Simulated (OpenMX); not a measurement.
TiO2:

```
Ti O
1.0
    -4.35076    4.35076    1.88756
     4.35076   -4.35076    1.88756
     4.35076    4.35076   -1.88756
Ti O
4 8
Direct
  0.29228 0.99714 0.28943
  0.00286 0.29228 0.29514
  0.99714 0.70772 0.70486
  0.70772 0.00286 0.71057
  0.49886 0.84922 0.34808
  0.16166 0.15960 0.32126
  0.15078 0.49886 0.64965
  0.15960 0.83834 0.99794
  0.84040 0.16166 0.00206
  0.84922 0.50114 0.35035
  0.83834 0.84040 0.67874
  0.50114 0.15078 0.65192
```

Measurements of this composition are mostly on another form, of space group No. 141.

- Program: OpenMX 3.8.5
- Task: single point
- Functional: PBE
- Potentials or basis: OpenMX 2013 PBE set, Ti7.0-s3p2d2, O6.0-s2p2d1, grid cutoff 400 Ry
- k mesh: 9 × 9 × 9
- Occupations: fermi-dirac, width 0.05 eV
- Spin: no spin polarisation

On this cell: pressure 4.4 GPa; largest force 0.296 eV/Å; band gap on the k mesh 1.39 eV, indirect (least direct gap 1.99 eV).

The same run follows on a disturbed copy (atoms moved at random, drawn with an rms of 0.05 Å):

```
CELL_PARAMETERS angstrom
-4.35076 4.35076 1.88756
4.35076 -4.35076 1.88756
4.35076 4.35076 -1.88756
ATOMIC_POSITIONS crystal
Ti 0.29131 0.00218 0.29615
Ti 0.00353 0.29239 0.29348
Ti 0.00306 0.71545 0.70680
Ti 0.69249 0.98119 0.70685
O 0.48926 0.83957 0.35202
O 0.16047 0.15885 0.32051
O 0.13702 0.48944 0.64882
O 0.15392 0.82888 0.99211
O 0.83612 0.15309 0.00554
O 0.86650 0.51694 0.35536
O 0.84149 0.83979 0.67487
O 0.50311 0.15709 0.65706
```

What does the disturbed cell give?

The energy moves by +14.9 meV/atom; pressure 5.3 GPa; largest force 1.675 eV/Å; band gap on the k mesh 1.46 eV, indirect (least direct gap 2.04 eV).

Forces in eV/Å, atoms in the order of the input:
```
Ti  -1.255 -0.184  0.167
Ti   0.442 -0.584 -0.216
Ti  -0.554  1.036 -0.134
Ti   0.699  0.000  0.130
O   -0.120  0.148  0.608
O   -0.016  0.133  0.046
O   -0.175  0.518  0.223
O    1.239  1.123  0.103
O   -0.669 -0.369 -0.060
O   -0.178 -0.470 -0.826
O    0.903 -1.000 -0.092
O   -0.328 -0.344  0.045
```

Caveats: an odd mesh through Γ misses points on the zone boundary, where band edges often lie; the basis of atomic orbitals isn't converged, which shifts pressures, moduli and gaps.
